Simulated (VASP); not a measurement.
Crystal: KMgF3.

```
CELL_PARAMETERS angstrom
3.98590 0.00000 0.00000
0.00000 3.98590 0.00000
0.00000 0.00000 3.98590
ATOMIC_POSITIONS crystal
K 0.50000 0.50000 0.50000
Mg 0.00000 0.00000 0.00000
F 0.00000 0.00000 0.50000
F 0.00000 0.50000 0.00000
F 0.50000 0.00000 0.00000
```

Base run:

| Item | Value |
| --- | --- |
| Program | VASP 6.6.1 |
| Functional | TB-mBJ |
| Potentials or basis | VASP PAW PBE potentials, release 64 (K_sv, Mg, F) |
| Cutoff | 520 eV |
| k mesh | 8 × 8 × 8 |
| Occupations | gaussian, width 0.02 eV |
| Spin | no spin polarisation |

Its results: band gap on the k mesh 10.78 eV, indirect (least direct gap 11.08 eV).

The run is repeated on the same cell with these changes: functional from TB-mBJ to r2SCAN. What comes out?

Band gap on the k mesh 8.25 eV, indirect (least direct gap 8.57 eV).
